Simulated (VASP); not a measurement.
Output of a VASP run:

**OUTCAR**
```
 ion  position               nearest neighbor table
   1  0.667  0.333  0.500-   4 2.14   4 2.14   4 2.14   3 2.15   2 3.49   2 3.49   2 3.49   2 3.49
                             2 3.49   2 3.49
   2  0.333  0.667  1.000-   3 2.14   3 2.14   3 2.14   4 2.15   1 3.49   1 3.49   1 3.49   1 3.49
                             1 3.49   1 3.49
   3  0.667  0.333  0.879-   2 2.14   2 2.14   2 2.14   1 2.15
   4  0.333  0.667  0.379-   1 2.14   1 2.14   1 2.14   2 2.15
  LATTYP: Found a hexagonal cell.
 ALAT       =     3.5149473644
 C/A-ratio  =     1.6132090514
 Subroutine PRICEL returns:
 Original cell was already a primitive cell.
 Subroutine GETGRP returns: Found 12 space group operations
The static configuration has the point symmetry C_3v.
 The point group associated with its full space group is C_6v.
The dynamic configuration has the point symmetry C_3v.
 Subroutine INISYM returns: Found 12 space group operations
 Subroutine IBZKPT returns following result:
 Found     24 irreducible k-points:

 Following reciprocal coordinates:
            Coordinates               Weight
  0.000000  0.000000  0.000000      1.000000
  0.142857 -0.000000  0.000000      6.000000
  0.285714 -0.000000  0.000000      6.000000
  0.428571 -0.000000  0.000000      6.000000
  0.142857  0.142857  0.000000      6.000000
  0.285714  0.142857  0.000000     12.000000
  0.428571  0.142857  0.000000      6.000000
  0.285714  0.285714  0.000000      6.000000
  0.000000  0.000000  0.250000      2.000000
  0.142857 -0.000000  0.250000     12.000000
  0.285714 -0.000000  0.250000     12.000000
  0.428571 -0.000000  0.250000     12.000000
  0.142857  0.142857  0.250000     12.000000
  0.285714  0.142857  0.250000     24.000000
  0.428571  0.142857  0.250000     12.000000
  0.285714  0.285714  0.250000     12.000000
  0.000000  0.000000  0.500000      1.000000
  0.142857 -0.000000  0.500000      6.000000
  0.285714 -0.000000  0.500000      6.000000
  0.428571 -0.000000  0.500000      6.000000
  0.142857  0.142857  0.500000      6.000000
  0.285714  0.142857  0.500000     12.000000
  0.428571  0.142857  0.500000      6.000000
  0.285714  0.285714  0.500000      6.000000
   k-points           NKPTS =     24   k-points in BZ     NKDIM =     24   number of bands    NBANDS=     22
   number of dos      NEDOS =    301   number of ions     NIONS =      4
   total plane-waves  NPLWV =  32928
   dimension x,y,z NGX =    28 NGY =   28 NGZ =   42
   dimension x,y,z NGXF=    56 NGYF=   56 NGZF=   84
   ions per type =               2   2
   PREC   = accura    normal or accurate (medium, high low for compatibility)
   ISTART =      0    job   : 0-new  1-cont  2-samecut
   ICHARG =      2    charge: 1-file 2-atom 10-const
   ISPIN  =      1    spin polarized calculation?
   LNONCOLLINEAR =      F non collinear calculations
   LSORBIT =      F    spin-orbit coupling
   INIWAV =      1    electr: 0-lowe 1-rand  2-diag
   ENCUT  =  520.0 eV  38.22 Ry    6.18 a.u.   6.54  6.54 10.54*2*pi/ulx,y,z
   NELM   =    100;   NELMIN=  2; NELMDL= -5     # of ELM steps
   EDIFF  = 0.1E-06   stopping-criterion for ELM
   LREAL  =      F    real-space projection
   NLSPLINE    = F    spline interpolate recip. space projectors
   LMAXMIX     =    4 max onsite mixed and CHGCAR
   VOSKOWN=      0    Vosko Wilk Nusair interpolation
   EDIFFG = -.1E-01   stopping-criterion for IOM
   NSW    =     30    number of steps for IOM
   NBLOCK =      1;   KBLOCK =     30    inner block; outer block
   IBRION =      2    ionic relax: 0-MD 1-quasi-New 2-CG
   NFREE  =      1    steps in history (QN), initial steepest desc. (CG)
   ISIF   =      4    stress and relaxation
   ISYM   =      2    0-nonsym 1-usesym 2-fastsym
   TEIN   =    0.0    initial temperature
   TEBEG  =    0.0;   TEEND  =   0.0 temperature during run
   SMASS  =  -3.00    Nose mass-parameter (am)
   PSTRESS=    0.0 pullay stress
   NELECT =      36.0000    total number of electrons
   EFERMI =   0.00;   METHOD = LEGACY
   ISMEAR =     0;   SIGMA  =   0.05  broadening in eV -4-tet -1-fermi 0-gaus
...
```

### OSZICAR
```
       N       E                     dE             d eps       ncg     rms          rms(c)
DAV:   1     0.307807322080E+03    0.30781E+03   -0.18933E+04  1056   0.236E+03
DAV:   2    -0.313097038708E+02   -0.33912E+03   -0.32997E+03  1116   0.499E+02
DAV:   3    -0.749252346176E+02   -0.43616E+02   -0.42687E+02  1414   0.190E+02
DAV:   4    -0.764382531357E+02   -0.15130E+01   -0.15084E+01  1306   0.379E+01
DAV:   5    -0.764978470032E+02   -0.59594E-01   -0.59587E-01  1520   0.664E+00    0.166E+01
DAV:   6    -0.655269041616E+02    0.10971E+02   -0.18140E+01  1734   0.815E+01    0.128E+01
DAV:   7    -0.631791790934E+02    0.23477E+01   -0.23089E+00  1068   0.140E+01    0.345E+00
DAV:   8    -0.636971196659E+02   -0.51794E+00   -0.64844E-01  1372   0.834E+00    0.260E+00
DAV:   9    -0.634454231308E+02    0.25170E+00   -0.55226E-01  1254   0.832E+00    0.826E-01
DAV:  10    -0.638347615521E+02   -0.38934E+00   -0.33369E-01  1192   0.631E+00    0.283E-01
DAV:  11    -0.638469525243E+02   -0.12191E-01   -0.14157E-02  1320   0.121E+00    0.314E-01
DAV:  12    -0.638479727091E+02   -0.10202E-02   -0.67933E-03  1472   0.151E+00    0.805E-02
DAV:  13    -0.638519160455E+02   -0.39433E-02   -0.40703E-03  1452   0.133E+00    0.522E-02
DAV:  14    -0.638521516486E+02   -0.23560E-03   -0.57947E-04  1272   0.251E-01    0.326E-02
DAV:  15    -0.638524189537E+02   -0.26731E-03   -0.24291E-04  1448   0.193E-01    0.470E-02
DAV:  16    -0.638524176077E+02    0.13460E-05   -0.44055E-05  1632   0.759E-02    0.348E-02
DAV:  17    -0.638524049819E+02    0.12626E-04   -0.41934E-06  1246   0.213E-02    0.228E-02
DAV:  18    -0.638524265355E+02   -0.21554E-04   -0.60420E-06  1248   0.276E-02    0.733E-03
DAV:  19    -0.638524359684E+02   -0.94329E-05   -0.62232E-06  1056   0.249E-02    0.239E-03
DAV:  20    -0.638524363534E+02   -0.38504E-06   -0.22725E-07  1154   0.511E-03    0.110E-03
DAV:  21    -0.638524363216E+02    0.31831E-07   -0.44987E-08   588   0.270E-03
   1 F= -.63852436E+02 E0= -.63852423E+02  d E =-.638524E+02
```

File OUTCAR:
```
------------------------ aborting loop because EDIFF is reached ----------------------------------------
  FORCE on cell =-STRESS in cart. coord.  units (eV):
  Direction    XX          YY          ZZ          XY          YZ          ZX
  --------------------------------------------------------------------------------------
  Total        1.7412430      1.7412431      1.6857158      0.0000000      0.0000000      0.0000000
  in kB       45.9824609     45.9824631     44.5161075      0.0000000      0.0000000      0.0000000
  external PRESSURE =      45.4936772 kB  Pullay stress =       0.0000000 kB
  volume of cell :       60.67
      direct lattice vectors                 reciprocal lattice vectors
     1.757473652 -3.044033728  0.000000000     0.284499287 -0.164255736  0.000000000
     1.757473652  3.044033728  0.000000000     0.284499287  0.164255736  0.000000000
     0.000000000  0.000000000  5.670344904     0.000000000  0.000000000  0.176356115
 POSITION                                       TOTAL-FORCE (eV/Angst)
 -----------------------------------------------------------------------------------
      1.75747     -1.01468      2.83425         0.000000     -0.000000     -0.004642
      1.75747      1.01468      5.66942         0.000000      0.000000     -0.004642
      1.75747     -1.01468      4.98516        -0.000000     -0.000000      0.004642
      1.75747      1.01468      2.14998        -0.000000     -0.000000      0.004642
 -----------------------------------------------------------------------------------
    total drift:                                0.000000      0.001456     -0.008478
  FREE ENERGIE OF THE ION-ELECTRON SYSTEM (eV)
  ---------------------------------------------------
  free  energy   TOTEN  =       -63.8524363216 eV

  energy  without entropy=      -63.8524091629  energy(sigma->0) =      -63.85242274

 reached required accuracy - stopping structural energy minimisation
```
(Selected blocks of OUTCAR.)

POSCAR:
```
InN
1
    1.7574736516    -3.0440337282     0.0000000000
    1.7574736516     3.0440337282     0.0000000000
    0.0000000000     0.0000000000     5.6703449035
In N
2 2
Direct
  0.6666670000   0.3333330000   0.4998374122
  0.3333330000   0.6666670000   0.9998374122
  0.6666670000   0.3333330000   0.8791625878
  0.3333330000   0.6666670000   0.3791625878
```

Problem. Reconstruct the remaining input files.

Solution. One answer among several that fit: the input of the run itself, r2SCAN meta-GGA, plane waves, VASP's PBE PAW potentials (set 64).

KPOINTS:
```
Regular mesh
0
gamma
  7 7 4
0 0 0
```

INCAR:
```
ALGO = Normal
EDIFF = 1E-7
ENCUT = 520
LREAL = .FALSE.   ! projection in real space or not
NELM = 100
LCHARG = .FALSE.
METAGGA = R2SCAN
NSW = 30   ! most ionic steps
LASPH = .TRUE.
LMAXMIX = 4
IBRION = 2
PREC = Accurate
ISMEAR = 0   ! Gaussian
SYSTEM = InN
ISIF = 4
EDIFFG = -0.01   ! ionic stop
SIGMA = 0.05
LWAVE = .FALSE.
LMIXTAU = .TRUE.
```

POTCAR, in this order: In_d N (PBE.64 set). Program: vasp_std.

The compound is InN in the wurtzite structure. This cell is one point of a volume scan, at 0.97 of the reference volume.
